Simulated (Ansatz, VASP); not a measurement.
# GaN: VASP beside Ansatz

The input POSCAR:

```
GaN
1.0
    0.0224895254      2.2714420690      2.2714420690
    2.2714420690      0.0224895254      2.2714420690
    2.2714420690      2.2714420690      0.0224895254
Ga N
1 1
Direct
    0.0006617303      0.0006617303      0.0006617303
    0.2493382697      0.2493382697      0.2493382697
```

The input INCAR.step1:

```
SYSTEM = GaN
PREC = Accurate ; ENCUT = 520
ISMEAR = 0 ; SIGMA = 0.01
LREAL = .FALSE. ; LASPH = .TRUE.
NELM = 80 ; NBANDS = 16
GGA = PE ; ALGO = Normal
EDIFF = 1E-4 ; LWAVE = .TRUE.
LCHARG = .FALSE.
```

The input INCAR.step2:

```
SYSTEM = GaN
PREC = Accurate ; ENCUT = 520
EDIFF = 1E-6 ; ISMEAR = 0
SIGMA = 0.01 ; LREAL = .FALSE.
LASPH = .TRUE. ; NELM = 80
ALGO = Normal ; ISIF = 2
LWAVE = .FALSE. ; LCHARG = .FALSE.
METAGGA = R2SCAN ; LMIXTAU = .TRUE.
NBANDS = 16 ; ISTART = 1
```

The input KPOINTS:

```
Automatic mesh
0
G
  10 10 10
  0 0 0
```

Input for Ansatz:

```yaml
crystal:
  lattice:
    - [0.0224895254, 2.271442069, 2.271442069]
    - [2.271442069, 0.0224895254, 2.271442069]
    - [2.271442069, 2.271442069, 0.0224895254]
  atoms:
    - { symbol: Ga, position: [0.0006617303, 0.0006617303, 0.0006617303] }
    - { symbol: "N", position: [0.2493382697, 0.2493382697, 0.2493382697] }
kpoints:
  mp_grid: { grid: [10, 10, 10] }
  band_path:
    path:
      - [0.0, 0.0, 0.0]
      - [-0.5, -0.5, 0.0]
      - [-0.375, -0.375, 0.25]
      - [-0.375, 0.0, 0.375]
      - [0.0, 0.0, 0.5]
      - [-0.5, -0.25, 0.25]
    npoints: 1
hamiltonian:
  xc: r2scan
scf:
  occupations: { method: fixed }
  n_extra_bands: 4
output:
  forces: true
  stress: true
  eigenvalues: true
```

Change from the starting cell: shear_111 strain +1.5%.

Alike in both runs: task single point; functional r2SCAN; k mesh 10 × 10 × 10; no spin polarisation.

|  | VASP | Ansatz |
| --- | --- | --- |
| version | VASP 6.6.1 | Ansatz 0.2.0 |
| potentials or method | VASP PAW PBE potentials, release 64 (Ga_d, N) | plane waves, PAW |
| plane-wave cutoff (eV) | 520 | 500 |
| occupations | gaussian, width 0.01 eV | fixed |
| valence electrons in the cell | 18 | 18 |

|  | VASP | Ansatz | Ansatz less VASP |
| --- | --- | --- | --- |
| gap on the k mesh at the Fermi level (eV) | 2.02 | 2.03 | +0.008 |
| pressure (GPa) | -1.6 | -2.8 | -1.18 |
| largest component of the traceless stress (GPa) | 1.62 | 1.59 | -0.026 |

Caveats: the PAW data sets were made with another functional, which shifts forces and pressure a little (VASP).
